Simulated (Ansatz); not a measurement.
Wanted: the native input for an Ansatz 0.2.0 run.

```yaml
Task: single point
Functional: PBE
Potentials_or_basis: Ansatz PAW
Cutoff: "420 eV (not typed: the program's choice for these potentials)"
k_mesh: 5 × 5 × 5
Occupations: gaussian, width 0.013 eV
Spin: no spin polarisation
```

HfO2:

```xyz
12
Lattice="5.1180 0.0000 0.0000 0.0000 5.1857 0.0000 -0.8587 0.0000 5.2139" Properties=species:S:1:pos:R:3 pbc="T T T"
Hf    0.8021    2.3870    3.6914
Hf    3.0279    4.9798    4.1294
Hf    3.4573    2.7987    1.5224
Hf    1.2314    0.2059    1.0845
O    -0.3473    0.8733    4.4146
O     4.1773    3.4661    3.4062
O     4.6066    4.3124    0.7993
O     0.0821    1.7196    1.8076
O     1.4549    3.8473    5.1101
O     2.3751    1.2544    2.7107
O     2.8045    1.3384    0.1038
O     1.8842    3.9313    2.5032
```

The input as run:

input.yaml

```yaml
crystal:
  lattice:
    - [5.118, 0.0, 0.0]
    - [0.0, 5.1857, 0.0]
    - [-0.8586630598, 0.0, 5.2138671406]
  atoms:
    - { symbol: Hf, position: [0.2755, 0.4603, 0.708] }
    - { symbol: Hf, position: [0.7245, 0.9603, 0.792] }
    - { symbol: Hf, position: [0.7245, 0.5397, 0.292] }
    - { symbol: Hf, position: [0.2755, 0.0397, 0.208] }
    - { symbol: O, position: [0.0742, 0.1684, 0.8467] }
    - { symbol: O, position: [0.9258, 0.6684, 0.6533] }
    - { symbol: O, position: [0.9258, 0.8316, 0.1533] }
    - { symbol: O, position: [0.0742, 0.3316, 0.3467] }
    - { symbol: O, position: [0.4487, 0.7419, 0.9801] }
    - { symbol: O, position: [0.5513, 0.2419, 0.5199] }
    - { symbol: O, position: [0.5513, 0.2581, 0.0199] }
    - { symbol: O, position: [0.4487, 0.7581, 0.4801] }
hamiltonian:
  xc: pbe
  pseudopotentials: { kind: paw }
kpoints:
  mp_grid: { grid: [5, 5, 5] }
scf:
  occupations: { method: gaussian, width: 0.013 }
output:
  forces: true
  stress: true
  eigenvalues: true
  write_density: true
  write_potential: true
  elf: true
  volumetric_format: npy
```

Potentials or basis: Ansatz PAW.

Run with:

```bash
$ ansatz run input.yaml --threads 4 --pin off --max-ram 11264MiB --backend cpu --events-out ev --progress --plain --runs-dir out
```

Results of the run:

```
Pressure               : 5.9 GPa
Largest force          : 0.482 eV/Å
Band gap on the k mesh : 4.21 eV, indirect (least direct gap 4.27 eV)
```

Caveat: odd divisions of the mesh miss points on the zone boundary, where band edges often lie, so the gap on the mesh can be too wide; the pressure holds a Pulay correction of +0.8 GPa for the finite cutoff; spin-orbit coupling is left out, which moves the levels of the heavy elements.

It took 22 s on 4 threads of Intel(R) Xeon(R) Processor @ 2.50GHz (Skylake/Cascade Lake), with other jobs on the host, peak memory 0.81 GiB.
